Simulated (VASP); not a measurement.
**From an Ansatz input to VASP: GaN (rocksalt)**

Ansatz input

```yaml
crystal:
  lattice:
    - [0.0, 2.1085152343, 2.1085152343]
    - [2.1085152343, 0.0, 2.1085152343]
    - [2.1085152343, 2.1085152343, 0.0]
  atoms:
    - { symbol: Ga, position: [0.0, 0.0, 0.0] }
    - { symbol: "N", position: [0.5, 0.5, 0.5] }
kpoints:
  mp_grid: { grid: [10, 10, 10] }
  band_path:
    path:
      - [0.0, 0.0, 0.0]
      - [0.5, 0.0, 0.5]
      - [0.625, 0.25, 0.625]
      - [0.375, 0.375, 0.75]
      - [0.5, 0.5, 0.5]
      - [0.5, 0.25, 0.75]
      - [0.0, 0.174479, -0.177083]
      - [0.0, 0.5, 0.5]
    npoints: 1
hamiltonian:
  xc: pbe
scf:
  occupations: { method: fermi_dirac, width: 0.02 }
  n_extra_bands: 4
output:
  forces: true
  stress: true
  eigenvalues: true
```

Problem. Translate this input to VASP.

Solution. 

INCAR

```
LCHARG = .TRUE.
LWAVE = .FALSE.
NELM = 120
PREC = Accurate
EDIFF = 1E-7
LASPH = .TRUE.
LREAL = .FALSE.
IBRION = -1
SIGMA = 0.02
ISIF = 2
NBANDS = 16
GGA = PE
ENCUT = 520
NSW = 0
LELF = .TRUE.
ISMEAR = -1
```

KPOINTS

```
KPOINTS created by Atomic Simulation Environment
0
Gamma
10 10 10
0 0 0
```

KPOINTS_OPT

```
special points
8
Reciprocal
0.0000000000 0.0000000000 0.0000000000 1
0.5000000000 0.0000000000 0.5000000000 1
0.6250000000 0.2500000000 0.6250000000 1
0.3750000000 0.3750000000 0.7500000000 1
0.5000000000 0.5000000000 0.5000000000 1
0.5000000000 0.2500000000 0.7500000000 1
0.0000000000 0.1744790000 -0.1770830000 1
0.0000000000 0.5000000000 0.5000000000 1
```

POSCAR

```
Ga N
 1.0000000000000000
     0.0000000000000000    2.1085152342992446    2.1085152342992446
     2.1085152342992446    0.0000000000000000    2.1085152342992446
     2.1085152342992446    2.1085152342992446    0.0000000000000000
 Ga  N
   1   1
Cartesian
 -0.0000000000000000  0.0000000000000000 -0.0000000000000000
  2.1085152342992446  2.1085152342992446  2.1085152342992446
```

VASP ran with the recommended PBE PAW datasets (18 valence electrons in the cell). Other inputs would serve too.

```tsv
	Ansatz	VASP
gap between bands v and c	0.63 eV	0.62 eV
least direct gap	2.83 eV	2.83 eV
pressure	8.2 GPa	9.1 GPa
```

Datasets and cutoffs are each program's own. VASP's cell holds 18 valence electrons and Ansatz's 18. Ansatz's stress includes a Pulay correction; VASP's doesn't.
